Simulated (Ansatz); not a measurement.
A run of Ansatz 0.2.0 is set up as follows.

input.yaml

```yaml
crystal:
  lattice:
    - [5.21946336, 0.0, 0.0]
    - [0.0, 5.00476369, 0.0]
    - [0.0, 0.0, 5.03268505]
  atoms:
    - { symbol: Hf, position: [0.966994, 0.73252082, 0.74144035] }
    - { symbol: Hf, position: [0.533006, 0.73252082, 0.24144035] }
    - { symbol: Hf, position: [0.466994, 0.26747918, 0.74144035] }
    - { symbol: Hf, position: [0.033006, 0.26747918, 0.24144035] }
    - { symbol: O, position: [0.63212745, 0.9286454, 0.87926726] }
    - { symbol: O, position: [0.86787255, 0.9286454, 0.37926726] }
    - { symbol: O, position: [0.23394852, 0.53988305, 0.49229239] }
    - { symbol: O, position: [0.26605148, 0.53988305, 0.99229239] }
    - { symbol: O, position: [0.76605148, 0.46011695, 0.99229239] }
    - { symbol: O, position: [0.73394852, 0.46011695, 0.49229239] }
    - { symbol: O, position: [0.13212745, 0.0713546, 0.87926726] }
    - { symbol: O, position: [0.36787255, 0.0713546, 0.37926726] }
hamiltonian:
  xc: revpbe
  pseudopotentials: { kind: paw }
kpoints:
  mp_grid: { grid: [5, 6, 5] }
scf:
  occupations: { method: fermi_dirac, width: 0.05 }
output:
  forces: true
  stress: true
  write_density: true
  write_potential: true
  elf: true
  volumetric_format: npy
relax:
  f_tol: 0.01
  max_steps: 40
  cell: { stress_tol: 0.05 }
```

Potentials or basis: Ansatz PAW.

Command:

```sh
$ ansatz run input.yaml --threads 4 --pin off --max-ram 11264MiB --backend cpu --events-out ev --progress --plain --runs-dir out
```

(1) Predict the relaxed cell.

(2) Predict the space group after relaxing (to 0.05 Å).

(3) Predict the band gap on the k mesh.

(4) Predict the relaxed volume.

## Answers

(1) a = 5.332 Å, b = 5.094 Å, c = 5.129 Å, α = 90.00°, β = 90.00°, γ = 90.00°.

(2) Pca2_1 (No. 29).

(3) 4.42 eV, indirect (least direct gap 4.65 eV).

(4) 11.61 Å³/atom.

Caveat: odd divisions of the mesh miss points on the zone boundary, where band edges often lie, so the gap on the mesh can be too wide; the plane-wave basis is chosen anew once the cell has moved, so the energies of steps on either side of that aren't comparable; the pressure holds a Pulay correction of +0.7 GPa for the finite cutoff; spin-orbit coupling is left out, which moves the levels of the heavy elements; the PAW data sets come from PBE, with cores solved anew for the run's functional, which leaves a small shift of forces and pressure.
